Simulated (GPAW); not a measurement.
The system is MgS.

```
S Mg
1.0
     4.03462    0.00000    0.00000
    -2.01731    3.49409    0.00000
     0.00000    0.00000    6.43229
S Mg
2 2
Direct
  0.66667 0.33333 0.87924
  0.33333 0.66667 0.37924
  0.33333 0.66667 0.99575
  0.66667 0.33333 0.49575
```

The cell comes from a database or a generator and needn't be the stable form of this composition.

Base run:

```yaml
Program: GPAW 26.7.0
Functional: PBEsol
Potentials_or_basis: PAW data sets generated in the run's folder for this functional
Cutoff: 800 eV
Basis: pw
k_mesh: 5 × 5 × 3
Occupations: fermi-dirac, width 0.05 eV
Spin: no spin polarisation
```

Its results: band gap on the k mesh 3.27 eV, direct; pressure -0.2 GPa; largest force 0.044 eV/Å.

Question: After a change of settings the same cell gave: band gap on the k mesh 4.12 eV, direct; pressure 0.1 GPa; largest force 0.054 eV/Å. Which change was it?
A. functional from PBEsol to r2SCAN; potentials or basis from PAW data sets generated in the run's folder for this functional to GPAW PAW data sets (gpaw-data 1.2.1)
B. functional from PBEsol to LDA; potentials or basis from PAW data sets generated in the run's folder for this functional to the program's PAW data sets (release 1.2.1) made for this functional
C. k mesh from 5 × 5 × 3 to 8 × 8 × 4

Answer: A.

Caveats: the PAW data sets were made with another functional, which shifts forces and pressure a little (some runs).

Not every run made on this cell is shown here.
